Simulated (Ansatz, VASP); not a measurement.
# Si (Silicon) in two plane-wave programs

One calculation is typed for both programs; each brings its own data sets and cutoff. How far apart do they land? The cell is taken from a series of VASP runs on this material, whose earlier steps may have relaxed, scaled or displaced it; both programs get it as it stands.

Main program and level: Ansatz 0.2.0; plane waves, with VASP 6.6.1 beside it; zone-centre phonons at r2SCAN and relaxation of cell and atoms at HSE06.

## (1) The starting structure

It takes space group Fd-3m (No. 227, cubic). The conventional cell has a = 5.440 Å, b = 5.440 Å, c = 5.440 Å, α = 90.00°, β = 90.00°, γ = 90.00°. Nearest to Si lie 4 Si at 2.36 Å.

## (2) VASP: zone-centre phonons, r2SCAN

Second derivatives magnify differences that forces hide, and they need a tight electronic threshold.

Lines of VASP's logs that name or quote its potential files are left out, and so is its time.

Input file INCAR:

```
SYSTEM = Si
PREC = Accurate
ENCUT = 450
EDIFF = 1E-08
NELM = 100
ISMEAR = 0
SIGMA = 0.03
LREAL = .FALSE.
ALGO = Normal
METAGGA = R2SCAN
LASPH = .TRUE.
NBANDS = 10
LORBIT = 11
LWAVE = .FALSE.
LCHARG = .FALSE.
KPAR = 8
IBRION = 6
NFREE = 2
POTIM = 0.015
NSW = 1
ISIF = 2
```

Input file POSCAR:

```
Si
1.0
    0.0000000000      2.7198484286      2.7198484286
    2.7198484286      0.0000000000      2.7198484286
    2.7198484286      2.7198484286      0.0000000000
Si
2
Direct
    0.7500000000      0.7500000000      0.7500000000
    0.5000000000      0.5000000000      0.5000000000
```

Input file KPOINTS:

```
Automatic mesh
0
Gamma
10 10 10
0 0 0
```

The projector-augmented-wave data sets are Si (PBE family, release 64).

Started as:

```
$ mpirun -np 8 vasp_std
```

Numbers of over 12 decimals in the logs are rounded to 6 here.

The program printed:

```text
[banner, memory and clock lines left out]
running    8 mpi-ranks, on    1 nodes
 distrk:  each k-point on    1 cores,    8 groups
 distr:  one band on    1 cores,    1 groups

 POSCAR found type information on POSCAR Si
 POSCAR found :  1 types and       2 ions
|                                                                             |
|           W    W    AA    RRRRR   N    N  II  N    N   GGGG   !!!           |
|           W    W   A  A   R    R  NN   N  II  NN   N  G    G  !!!           |
|           W    W  A    A  R    R  N N  N  II  N N  N  G       !!!           |
|           W WW W  AAAAAA  RRRRR   N  N N  II  N  N N  G  GGG   !            |
|           WW  WW  A    A  R   R   N   NN  II  N   NN  G    G                |
|           W    W  A    A  R    R  N    N  II  N    N   GGGG   !!!           |
|                                                                             |
|     For optimal performance we recommend to set                             |
|       NCORE = 2 up to number-of-cores-per-socket                            |
|     NCORE specifies how many cores store one orbital (NPAR=cpu/NCORE).      |
|     This setting can greatly improve the performance of VASP for DFT.       |
|     The default, NCORE=1 might be grossly inefficient on modern             |
|     multi-core architectures or massively parallel machines. Do your        |
|     Unfortunately you need to use the default for GW and RPA                |
|     calculations (for HF NCORE is supported but not extensively tested      |
|     yet).                                                                   |
|                                                                             |

|                                                                             |
|               ----> ADVICE to this user running VASP <----                  |
|                                                                             |
|     You enforced a specific xc type in the INCAR file but a different       |
|     [... a line on the potential file left out ...]
|     I HOPE YOU KNOW WHAT YOU ARE DOING!                                     |
|                                                                             |

 LDA part: xc-table for (None), standard interpolation
 POSCAR, INCAR and KPOINTS ok, starting setup
 FFT: planning ... GRIDC
 FFT: planning ... GRID_SOFT
 FFT: planning ... GRID
 WAVECAR not read
 entering main loop
       N       E                     dE             d eps       ncg     rms          rms(c)
DAV:   1    -0.839074657910E+00   -0.83907E+00   -0.31413E+03   940   0.597E+02
DAV:   2    -0.183118063352E+02   -0.17473E+02   -0.16865E+02  1368   0.854E+01
DAV:   3    -0.187146711348E+02   -0.40286E+00   -0.40240E+00  1166   0.121E+01
DAV:   4    -0.187175971646E+02   -0.29260E-02   -0.29257E-02  1158   0.134E+00
DAV:   5    -0.187176239758E+02   -0.26811E-04   -0.26811E-04  1140   0.110E-01    0.600E+00
DAV:   6    -0.175533153729E+02    0.11643E+01   -0.13599E-01  1062   0.229E+00    0.412E+00
DAV:   7    -0.175513299556E+02    0.19854E-02   -0.15205E-01  1024   0.204E+00    0.317E-01
DAV:   8    -0.175503645402E+02    0.96542E-03   -0.55024E-03  1016   0.437E-01    0.395E-01
DAV:   9    -0.175504826555E+02   -0.11812E-03   -0.32567E-04  1162   0.153E-01    0.493E-02
DAV:  10    -0.175504978081E+02   -0.15153E-04   -0.63694E-06  1080   0.204E-02    0.102E-02
DAV:  11    -0.175505011651E+02   -0.33570E-05   -0.13969E-06  1110   0.846E-03    0.267E-03
DAV:  12    -0.175505011793E+02   -0.14137E-07   -0.59694E-08  1064   0.160E-03    0.512E-04
DAV:  13    -0.175505009987E+02    0.18057E-06   -0.18875E-09   614   0.323E-04    0.123E-04
DAV:  14    -0.175505009367E+02    0.61969E-07   -0.17113E-10   514   0.108E-04    0.166E-05
DAV:  15    -0.175505009386E+02   -0.18533E-08   -0.21373E-11   500   0.399E-05
   1 F= -.17550501E+02 E0= -.17550501E+02  d E =-.303564E-15
 Found     1 degrees of freedom:
 Finite differences POTIM= 0.01500 DOF=   1
 bond charge predicted
       N       E                     dE             d eps       ncg     rms          rms(c)
DAV:   1    -0.175485282336E+02    0.19727E-02   -0.53184E-02  3426   0.130E+00    0.750E-02
DAV:   2    -0.175489177941E+02   -0.38956E-03   -0.26337E-03  4148   0.350E-01    0.431E-02
DAV:   3    -0.175489361510E+02   -0.18357E-04   -0.39318E-05  3980   0.496E-02    0.113E-02
DAV:   4    -0.175489381416E+02   -0.19906E-05   -0.58419E-06  4186   0.168E-02    0.185E-03
DAV:   5    -0.175489380527E+02    0.88871E-07   -0.68279E-07  3974   0.524E-03    0.658E-04
DAV:   6    -0.175489380563E+02   -0.36230E-08   -0.78718E-08  4126   0.172E-03
   2 F= -.17548938E+02 E0= -.17548938E+02  d E =-.201166E-17
 Finite differences progress:
  Degree of freedom:   1/  1
  Displacement:        1/  2
  Total:               1/  2
 bond charge predicted
       N       E                     dE             d eps       ncg     rms          rms(c)
DAV:   1    -0.175477189170E+02    0.12191E-02   -0.13393E-01  3442   0.199E+00    0.151E-01
DAV:   2    -0.175488593085E+02   -0.11404E-02   -0.62583E-03  4108   0.532E-01    0.859E-02
DAV:   3    -0.175489355298E+02   -0.76221E-04   -0.16503E-04  3952   0.987E-02    0.115E-02
DAV:   4    -0.175489382117E+02   -0.26819E-05   -0.15204E-05  4194   0.262E-02    0.349E-03
DAV:   5    -0.175489380414E+02    0.17028E-06   -0.14056E-06  4084   0.709E-03    0.101E-03
DAV:   6    -0.175489380688E+02   -0.27335E-07   -0.29968E-07  4180   0.333E-03    0.376E-04
DAV:   7    -0.175489380707E+02   -0.19845E-08   -0.34129E-08  3696   0.112E-03
   3 F= -.17548938E+02 E0= -.17548938E+02  d E =-.200198E-17
 Finite differences progress:
  Degree of freedom:   1/  1
  Displacement:        2/  2
  Total:               2/  2
```

From OUTCAR (step 2):

```text
ion  position               nearest neighbor table
   1  0.750  0.750  0.750-   2 2.36   2 2.36   2 2.36   2 2.36
   2  0.500  0.500  0.500-   1 2.36   1 2.36   1 2.36   1 2.36

  LATTYP: Found a face centered cubic cell.
 ALAT       =     5.4396968572

 Subroutine GETGRP returns: Found 48 space group operations
 (whereof 24 operations were pure point group operations)

The static configuration has the point symmetry T_d .
 The point group associated with its full space group is O_h .

 Found     47 irreducible k-points:

   k-points           NKPTS =     47   k-points in BZ     NKDIM =     47   number of bands    NBANDS=     10

   dimension x,y,z NGX =    28 NGY =   28 NGZ =   28
   dimension x,y,z NGXF=    56 NGYF=   56 NGZF=   56

   ENCUT  =  450.0 eV  33.07 Ry    5.75 a.u.   6.65  6.65  6.65*2*pi/ulx,y,z

   NELECT =       8.0000    total number of electrons

 k-points in reciprocal lattice and weights: Automatic mesh
   0.00000000  0.00000000  0.00000000       0.001
   0.10000000  0.00000000  0.00000000       0.008
   0.20000000  0.00000000  0.00000000       0.008
   0.30000000  0.00000000  0.00000000       0.008
   0.40000000  0.00000000  0.00000000       0.008
   0.50000000  0.00000000  0.00000000       0.004
   0.10000000  0.10000000  0.00000000       0.006
   0.20000000  0.10000000  0.00000000       0.024
   0.30000000  0.10000000  0.00000000       0.024
[...]
-0.30000000  0.40000000  0.20000000       0.024
  -0.30000000  0.50000000  0.20000000       0.012

 average (electrostatic) potential at core
       1 -86.2309       2 -86.2309

 E-fermi :   5.9279

 k-point     1 :       0.0000    0.0000    0.0000
  band No.  band energies     occupation
      1      -6.8038      2.00000
      2       5.6108      2.00000
      3       5.6881      2.00000
      4       5.7642      2.00000
      5       8.3983      0.00000
      6       8.4428      0.00000
      7       8.4889      0.00000
      8       9.6149      0.00000
      9      13.8115      0.00000
    ...

 k-point     2 :       0.1000    0.0000    0.0000
  band No.  band energies     occupation
      1      -6.6662      2.00000
      2       4.4851      2.00000
      3       5.4546      2.00000
      4       5.5471      2.00000
      5       8.5470      0.00000
      6       8.7137      0.00000
      7       8.7742      0.00000
      8      10.4918      0.00000
      9      13.4542      0.00000
    ...

 k-point     3 :       0.2000    0.0000    0.0000
  band No.  band energies     occupation
      1      -6.2600      2.00000
      2       2.5579      2.00000
      3       5.0503      2.00000
      4       5.1345      2.00000
      5       8.2367      0.00000
      6       9.2584      0.00000
      7       9.3311      0.00000
      8      12.2939      0.00000
      9      13.1282      0.00000
    ...

  Total        0.0009798      0.0047083      0.0047083      0.0000000      0.1425524      0.0000000
  in kB        0.0390094      0.1874595      0.1874595      0.0000000      5.6757200      0.0000000
  external PRESSURE =       0.1379761 kB  Pullay stress =       0.0000000 kB

  energy-cutoff  :      450.00
  volume of cell :       40.24
      direct lattice vectors                 reciprocal lattice vectors
     0.000000000  2.719848429  2.719848429    -0.183833774  0.183833774  0.183833774
     2.719848429  0.000000000  2.719848429     0.183833774 -0.183833774  0.183833774
     2.719848429  2.719848429  0.000000000     0.183833774  0.183833774 -0.183833774

 POSITION                                       TOTAL-FORCE (eV/Angst)
 -----------------------------------------------------------------------------------
      4.06477      4.07977      4.07977         0.208377      0.000000      0.000000
      2.71985      2.71985      2.71985        -0.208377      0.000000      0.000000
 -----------------------------------------------------------------------------------
    total drift:                               -0.000001      0.000001      0.000001

  FREE ENERGIE OF THE ION-ELECTRON SYSTEM (eV)
  ---------------------------------------------------
  free  energy   TOTEN  =       -17.5489380707 eV

  energy  without entropy=      -17.5489380707  energy(sigma->0) =      -17.54893807

 Eigenvectors and eigenvalues of the dynamical matrix
 ----------------------------------------------------

   1 f  =   15.549208 THz    97.698553 2PiTHz  518.665737 cm-1    64.306327 meV
             X         Y         Z           dx          dy          dz
      4.079773  4.079773  4.079773     0.000000   -0.707107    0.000000
      2.719848  2.719848  2.719848     0.000000    0.707107    0.000000

   2 f  =   15.549208 THz    97.698553 2PiTHz  518.665737 cm-1    64.306327 meV
             X         Y         Z           dx          dy          dz
      4.079773  4.079773  4.079773    -0.707107    0.000000    0.000000
      2.719848  2.719848  2.719848     0.707107    0.000000    0.000000

   3 f  =   15.549208 THz    97.698553 2PiTHz  518.665737 cm-1    64.306327 meV
             X         Y         Z           dx          dy          dz
      4.079773  4.079773  4.079773     0.000000    0.000000   -0.707107
      2.719848  2.719848  2.719848     0.000000    0.000000    0.707107

   4 f  =    0.000000 THz     0.000000 2PiTHz    0.000000 cm-1     0.000000 meV
             X         Y         Z           dx          dy          dz
      4.079773  4.079773  4.079773     0.707107    0.000000    0.000000
      2.719848  2.719848  2.719848     0.707107    0.000000    0.000000

   5 f  =    0.000000 THz     0.000000 2PiTHz    0.000000 cm-1     0.000000 meV
             X         Y         Z           dx          dy          dz
      4.079773  4.079773  4.079773     0.000000    0.707107    0.000000
      2.719848  2.719848  2.719848     0.000000    0.707107    0.000000

   6 f  =    0.000000 THz     0.000000 2PiTHz    0.000000 cm-1     0.000000 meV
             X         Y         Z           dx          dy          dz
      4.079773  4.079773  4.079773     0.000000    0.000000    0.707107
      2.719848  2.719848  2.719848     0.000000    0.000000    0.707107

 ELASTIC MODULI CONTR FROM IONIC RELAXATION (kBar)
 Direction    XX          YY          ZZ          XY          YZ          ZX
 --------------------------------------------------------------------------------
 XX          -0.0000      0.0000     -0.0000      0.0000      0.0000     -0.0000
 YY           0.0000     -0.0000     -0.0000      0.0000      0.0000      0.0000
 ZZ          -0.0000     -0.0000     -0.0000      0.0000      0.0000     -0.0000
 XY           0.0000      0.0000      0.0000   -258.7305      0.0000      0.0000
 YZ           0.0000      0.0000      0.0000      0.0000   -258.7305      0.0000
 ZX          -0.0000      0.0000     -0.0000      0.0000      0.0000   -258.7305
 --------------------------------------------------------------------------------

 total charge
# of ion       s       p       d       tot
------------------------------------------
    1        0.746   0.961   0.000   1.707
    2        0.746   0.961   0.000   1.707
--------------------------------------------------
tot          1.491   1.923   0.000   3.414

[... 3 further parts left out ...]
```

## (3) Ansatz: zone-centre phonons, r2SCAN

Ansatz runs on its default PAW (the set named soft_2) files.

The same cell, functional, mesh and smearing now go to Ansatz, which takes its cutoff from its data sets.

Input file input.yaml:

```yaml
crystal:
  lattice:
    - [0.0, 2.7198484286, 2.7198484286]
    - [2.7198484286, 0.0, 2.7198484286]
    - [2.7198484286, 2.7198484286, 0.0]
  atoms:
    - { symbol: Si, position: [0.75, 0.75, 0.75] }
    - { symbol: Si, position: [0.5, 0.5, 0.5] }
hamiltonian:
  xc: r2scan
  pseudopotentials: { kind: paw }
kpoints:
  mp_grid: { grid: [10, 10, 10] }
scf:
  occupations: { method: gaussian, width: 0.03 }
phonons:
  method: dfpt
  qpoints: [[0, 0, 0]]
```

Started as:

```
$ ansatz run input.yaml --threads 4 --pin off --max-ram 9216MiB --backend cpu --events-out ev --progress --plain --runs-dir out
```

The program printed:

```text
Engine: ansatz 0.2.0, aarch64-unknown-linux-gnu
Pseudopotentials: kind: paw
Pseudopotential: Si, paw, valence charge 4, recommended cutoff 500 eV (meta_gga), Si.paw.azcp
Functional definition: r2SCAN
  parameter k0 = 0.174
  parameter k1 = 0.065
  parameter a1 = 4.9479
  exchange = r2scan_x(k0 = k0, k1 = k1, a1 = a1)
  correlation = r2scan_c
Crystal: 2 atoms, lattice volume = 40.241 Å³
Basis set: ecut = 500 eV, 965 PW (Γ), exchange–correlation on 160×160×160 points (125 copies of the dense FFT grid, shifted against one another)
Bands: 8, of which v1, the nominal top of the filled ones, is band 4 counted from 1 (3 counted from 0)
Symmetry: 48 space group operations
k-points: 171 of 1000 (irreducible under 4 space group operations, time reversal used)
Non-local potential: Si, projectors of the file, l = 0: 2, l = 1: 2, l = 2: 2
PAW form: soft (Blöchl's): semilocal exchange-correlation on the pseudo side does not see the compensation charge
PAW frozen core: Si, regenerated for the run's functional (the file was generated under x = pbe(κ = 0.804, μ = 0.219515), c = pbe(β = 0.066725))
PAW one-centre angular grid: Si, 302 points (default); XC on 160 Gauss nodes
Initial density: superposition of atomic densities (neutral atoms: chi_scale 0, normalization atom), corrected by the library's trained network
Initial wavefunctions: pseudopotential atomic-orbital guess
Functional: x = r2scan, c = r2scan; τ floored in thin density (d = 2e-4 eV/Å³)
SCF iter   1: F=—  HF=-1278.117547 eV  |F-HF|=—  |Δ(HF+E_count)|=         —  Δρ=3.12e-3  dr2=3.03e-3  dr2_τ=1.23e-2  ethr=1.77e-3  ⟨swp⟩=6.2  Hψ=12648  notcnv=0
preconditioner: auto → none  [insulator: Δε(μ)=0.741 eV  Ē_g=10.057 eV  σ=0.030 eV  W_gap=1.00  n_scr=8 (ndim 8)  ℏωp=16.6 eV  f_vac=0.000  D(μ)=0.00/eV (n_scr^D=0)  ε∞_Penn≈3.7]
SCF iter   2: F=—  HF=-1278.132768 eV  |F-HF|=—  |Δ(HF+E_count)|=   1.52e-2  Δρ=1.83e-3  dr2=9.12e-4  dr2_τ=4.77e-6  ethr=3.79e-5  ⟨swp⟩=2.0  Hψ=4105  notcnv=0
SCF iter   3: F=—  HF=-1278.132725 eV  |F-HF|=—  |Δ(HF+E_count)|=   4.26e-5  Δρ=2.21e-4  dr2=1.18e-5  dr2_τ=5.64e-7  ethr=1.14e-5  ⟨swp⟩=2.0  Hψ=1751  notcnv=0
SCF iter   4: F=—  HF=-1278.132733 eV  |F-HF|=—  |Δ(HF+E_count)|=   8.17e-6  Δρ=4.54e-5  dr2=2.97e-7  dr2_τ=5.04e-9  ethr=1.48e-7  ⟨swp⟩=2.2  Hψ=2056  notcnv=0
SCF iter   5: F=—  HF=-1278.132736 eV  |F-HF|=—  |Δ(HF+E_count)|=   3.04e-6  Δρ=9.08e-6  dr2=1.70e-8  dr2_τ=1.36e-10  ethr=3.72e-9  ⟨swp⟩=2.0  Hψ=2052  notcnv=0
SCF iter   6: F=—  HF=-1278.132736 eV  |F-HF|=—  |Δ(HF+E_count)|=   1.39e-8  Δρ=1.04e-6  dr2=2.21e-10  dr2_τ=1.19e-12  ethr=2.12e-10  ⟨swp⟩=2.0  Hψ=2052  notcnv=0
SCF iter   7: F=-1278.132736 eV  HF=-1278.132736 eV  |F-HF|=1.59e-12  |Δ(HF+E_count)|=  1.42e-10  Δρ=1.18e-7  dr2=3.02e-12  dr2_τ=1.92e-14  ethr=1.00e-12  ⟨swp⟩=6.1  Hψ=5524  notcnv=0
SCF 1 converged in 7 iterations: F = -1278.132736 eV  dr2 = 3.02e-12
  greatest PAW one-centre occupation: 0.644 electrons in one spin orbital (limit 2), on the Si atom at site 1 (counted from 0), in its partial waves of l = 0
DFPT response loops at Γ: preconditioner auto → none (the input reference at scf.mixing.eps_inf says where Resta's filter doesn't serve); β = 0.50; Broyden in place of MSR1
SCF converged after 7 iterations
Free energy (F): -1278.132736 eV
Harris-Foulkes:  -1278.132736 eV  (|F-HF|=1.59e-12)
Internal energy: -1278.132736 eV  (E = F + TS)
E sigma→0 (E₀):  -1278.132736 eV
Fermi energy:    6.489051 eV
--- Per-component energies (eV) ---
  E_band       = 6.567197
  E_kinetic    = 80.889850
  E_local      = -53.635873  (includes V_loc(G=0)·N_el)
  E_nonlocal   = 50.031803
  E_hartree    = 14.958980
  E_xc         = -103.048463
  E_vxc        = -99.536735  (∫ρ·V_xc dr)
  E_paw        = -1039.022338  (= ΣΔE_a)
  E_vpaw       = -4.993656  (= ΣTr[D̂ρ^β])
  E_aug_tail   = 0.000009  (compensation charges beyond the density's cutoff)
  E_vtau       = 3.893840  (kinetic-family band-sum trace: ∫τ·v_τ [+ j·A + Jᵃ·Aᵃ] dr)
  E_ewald      = -228.153838
  E_core_change = -0.152866  (= ΣΔE_core)
  E_smearing   = -0.000000  (= −TS)
  E_closure    = 0.000000  (closes the sum)
  Σ components = -1278.132736   (vs F -1278.132736, Δ=0.00e0)
--- Band table (eV; the first three rows and the last of 171) ---
  k-point 0: bands = ["-6.3983", "6.1025", "6.1025", "6.1025", "8.8429", "8.8429", "8.8429", "10.0202"]
  k-point 1: bands = ["-6.2610", "4.9337", "5.8932", "5.8932", "8.9309", "9.1515", "9.1515", "10.9047"]
  k-point 2: bands = ["-5.8559", "2.9952", "5.4901", "5.4901", "8.6252", "9.6901", "9.6901", "12.7139"]
  k-point 170: bands = ["-2.5570", "-1.2635", "1.7993", "2.7203", "10.0681", "10.4211", "11.8925", "12.3747"]
--- Phonons (Γ-DFPT): 1 representative perturbation + reference, on 171 of 1000 k-points (Σ response iterations 5) ---
  k mesh reduced under 4 symmetry operations, with k and −k counted as one. Each operation leaves every solved perturbation unchanged. A smaller set is not considered because the functional reads the kinetic-energy density
  ASR residual: 1.275e-4 → 0.000e0 eV/Å²; symmetrization residual: 3.399e-14 eV/Å²
  ASR residual per site (eV/Å²): 1.28e-4 1.28e-4
  Γ frequencies (cm⁻¹): 0.00 0.00 0.00 519.52 519.52 519.52
  non-analytic LO–TO correction: not included (Born effective charges unavailable; polar crystals: no LO–TO splitting at Γ)
--- Phonons (arbitrary-q DFPT): 1 explicit q-point ---
  q = [0, 0, 0] (of the zone-centre solve; hermiticity 6.35e-16, symmetrization 2.39e-15): -0.00 -0.00 0.00 519.52 519.52 519.52
  sum rule: each row above includes the acoustic sum rule's correction from the zone centre's row sums; it moved no ω² by more than (1.11 cm⁻¹)²
```

Wall time 7.8 s (4 threads of Arm Neoverse V1, shared host); peak memory 1.3 GiB; 29 s of CPU time.

## (4) Comparison

Known differences besides the potentials themselves: VASP keeps PBE cores, Ansatz makes them for the functional; the cutoff is 500 eV in Ansatz and 450 eV in VASP; VASP uses finite displacements, Ansatz perturbation theory. Total energies have different zeros and are not compared.

Both answers:

| quantity | Ansatz | VASP | difference |
| --- | --- | --- | --- |
| optical mode 1 to 3 (cm⁻¹) | 519.5 | 518.7 | +0.16 % |

Modes are paired by rising frequency and degeneracy, not by their patterns, so a pair may still set unlike modes beside each other.

## (5) What the set-up changes

Further runs change the set-up of one program: Ansatz's method, potentials or start, or VASP's data sets, cutoff or form of LDA. The table gives Ansatz less VASP for each quantity, since a change that brings one quantity closer may part another.

| run | optical mode 1 to 3 (%) |
| --- | --- |
| as above | 0.16 |
| Ansatz's all-electron LAPW method | 0.11 |

(Continued in part 2 of 2.)

[Lines on the potential files, build, host, timing and source positions are cut from VASP's logs without a mark.]

[Logs are printed without paths, hosts, clocks, repeated set-up lines and the standing remarks that a program may print on its own settings, such as how far it seeks lower states.]

[Hosts, paths, dates, database ids (printed as entryN), source tags and the programs' standing remarks are cut or masked in the printed files.]
